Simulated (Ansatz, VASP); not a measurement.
**Two plane-wave programs on Ga2O3**

Contents of INCAR:

```
SYSTEM = Ga2O3
PREC = Accurate ; ENCUT = 520
EDIFF = 1E-6 ; ISMEAR = 0
SIGMA = 0.015 ; LREAL = .FALSE.
LASPH = .TRUE. ; NELM = 80
ALGO = Normal ; ISIF = 2
LWAVE = .FALSE. ; LCHARG = .FALSE.
GGA = PE
```

File KPOINTS:

```
Automatic mesh
0
G
  9 9 5
  0 0 0
```

The input POSCAR:

```
Ga2O3
1.0
    6.1070000000     -1.5185500000      0.0000000000
    6.1070000000      1.5185500000      0.0000000000
   -1.3859888959      0.0000000000      5.6300087380
Ga O
4 6
Direct
    0.3413400000      0.3413400000      0.6859800000
    0.6586600000      0.6586600000      0.3140200000
    0.9095000000      0.9095000000      0.2054000000
    0.0905000000      0.0905000000      0.7946000000
    0.5041000000      0.5041000000      0.7434000000
    0.4959000000      0.4959000000      0.2566000000
    0.8267000000      0.8267000000      0.4368000000
    0.1733000000      0.1733000000      0.5632000000
    0.8355000000      0.8355000000      0.8902000000
    0.1645000000      0.1645000000      0.1098000000
```

input.yaml

```yaml
crystal:
  lattice:
    - [6.107, -1.51855, 0.0]
    - [6.107, 1.51855, 0.0]
    - [-1.3859888959, 0.0, 5.630008738]
  atoms:
    - { symbol: Ga, position: [0.34134, 0.34134, 0.68598] }
    - { symbol: Ga, position: [0.65866, 0.65866, 0.31402] }
    - { symbol: Ga, position: [0.9095, 0.9095, 0.2054] }
    - { symbol: Ga, position: [0.0905, 0.0905, 0.7946] }
    - { symbol: O, position: [0.5041, 0.5041, 0.7434] }
    - { symbol: O, position: [0.4959, 0.4959, 0.2566] }
    - { symbol: O, position: [0.8267, 0.8267, 0.4368] }
    - { symbol: O, position: [0.1733, 0.1733, 0.5632] }
    - { symbol: O, position: [0.8355, 0.8355, 0.8902] }
    - { symbol: O, position: [0.1645, 0.1645, 0.1098] }
hamiltonian:
  xc: pbe
  pseudopotentials: { kind: paw }
kpoints:
  mp_grid: { grid: [9, 9, 5] }
scf:
  occupations: { method: gaussian, width: 0.015 }
output:
  forces: true
  stress: true
  eigenvalues: true
```

Alike in both runs: task single point; functional PBE; k mesh 9 × 9 × 5; occupations gaussian, width 0.015 eV; no spin polarisation.

```csv
,VASP,Ansatz
version,VASP 6.6.1,Ansatz 0.2.0
potentials or method,"VASP PAW PBE potentials, release 64 (Ga_d, O)",Ansatz PAW
plane-wave cutoff (eV),520,420
valence electrons in the cell,88,88
```

Ansatz gave:

| Quantity | Value |
| --- | --- |
| gap on the k mesh at the Fermi level (eV) | 2.44 |
| least direct gap on the mesh (eV) | 2.46 |
| pressure (GPa) | 9.6 |
| largest component of the traceless stress (GPa) | 0.67 |
| rms of the force components (eV/Å) | 0.082 |

Task: What did VASP give for the same quantities?

Result: gap on the k mesh at the Fermi level (eV): 2.42; least direct gap on the mesh (eV): 2.44; pressure (GPa): 10.2; largest component of the traceless stress (GPa): 0.77; rms of the force components (eV/Å): 0.087.

Atom by atom the forces differ by 0.010 eV/Å (rms over components). The functional is the same, so the differences come from potentials, cutoffs and numerics.

Caveats: an odd mesh through Γ misses points on the zone boundary, where band edges often lie (VASP); odd divisions of the mesh miss points on the zone boundary, where band edges often lie, so the gap on the mesh can be too wide (Ansatz); the pressure holds a Pulay correction of +0.8 GPa for the finite cutoff (Ansatz). A hybrid or GW would open this gap; PBE tends to underestimate it.
